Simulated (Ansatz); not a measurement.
**LiBr: band gap under strain**

How does strain move the band edges of LiBr (rocksalt), and do the functionals agree on it? States: no strain; +2.5 % shear in the xy plane; +2.5 % strain along x alone.

Program: Ansatz 0.2.0. PAW datasets, plane waves. Computed at 0 K without zero-point motion; spin polarisation is off.

### Step 1. The system as given

The unstrained cell was relaxed with r2SCAN; in each strained cell the atoms were relaxed again with r2SCAN. Names of k-points are those of the unstrained zone, where strain can split equivalent points. First state: no strain.

The symmetry is Fm-3m (No. 225, cubic); conventional cell a = 5.479 Å, 20.56 Å³ an atom. Li has 6 Br at 2.74 Å; Br has 6 Li at 2.74 Å.

As a file:

```
Li Br
1.0
     0.00000    2.73957    2.73957
     2.73957    0.00000    2.73957
     2.73957    2.73957    0.00000
Li Br
1 1
Direct
  0.00000 0.00000 0.00000
  0.50000 0.50000 0.50000
```

### Step 2. No strain: PBE

Input file input.yaml:

```yaml
crystal:
  lattice:
    - [0.0, 2.7395650468, 2.7395650468]
    - [2.7395650468, 0.0, 2.7395650468]
    - [2.7395650468, 2.7395650468, 0.0]
  atoms:
    - { symbol: Li, position: [0.0, 0.0, 0.0] }
    - { symbol: Br, position: [0.5, 0.5, 0.5] }
kpoints:
  mp_grid: { grid: [8, 8, 8] }
  band_path:
    path:
      - [0.0, 0.0, 0.0]
      - [0.5, 0.0, 0.5]
      - [0.625, 0.25, 0.625]
      - [0.375, 0.375, 0.75]
      - [0.5, 0.5, 0.5]
      - [0.5, 0.25, 0.75]
      - [-0.083333, 0.0, 0.083333]
    npoints: 1
hamiltonian:
  xc: pbe
scf:
  occupations: { method: fermi_dirac, width: 0.02 }
  n_extra_bands: 4
output:
  forces: true
  stress: true
  eigenvalues: true
```

Run with:

```console
$ ansatz run input.yaml --threads 4 --pin off --max-ram 4608MiB --backend cpu --events-out ev --progress --plain --runs-dir out
```

Further steps of the session: No strain: r2SCAN; No strain: HSE06; No strain: G0W0@PBE; +2.5 % shear in the xy plane: PBE; +2.5 % shear in the xy plane: r2SCAN; +2.5 % shear in the xy plane: HSE06; +2.5 % shear in the xy plane: G0W0@PBE; +2.5 % strain along x alone: PBE; +2.5 % strain along x alone: r2SCAN; +2.5 % strain along x alone: HSE06; +2.5 % strain along x alone: G0W0@PBE.

Before running it: what results should come out?

The runs gave:

Least gap in eV (negative: overlap), with the change from the unstrained cell in brackets. G0W0 is on its own coarse mesh.

```
                       state  volume change (%)           PBE        r2SCAN         HSE06          G0W0
                   no strain               +0.0          4.99          5.88          6.21          7.21
+2.5 % shear in the xy plane               -0.0  4.91 (-0.08)  5.79 (-0.09)  6.13 (-0.08)  7.12 (-0.09)
 +2.5 % strain along x alone               +2.5  4.84 (-0.15)  5.72 (-0.16)  6.05 (-0.16)  7.06 (-0.15)
```

What this shows: With HSE06, of the states in the table +2.5 % strain along x alone shifts the gap most, by -0.154 eV. PBE and HSE06 differ by 1.22 eV on the unstrained gap, and by at most 0.01 eV on its change: the two disagree on the size of the gap but agree on its response to strain. In PBE the gap turns direct under +2.5 % strain along x alone. No extrapolation in bands, cutoff or mesh was made for G0W0.
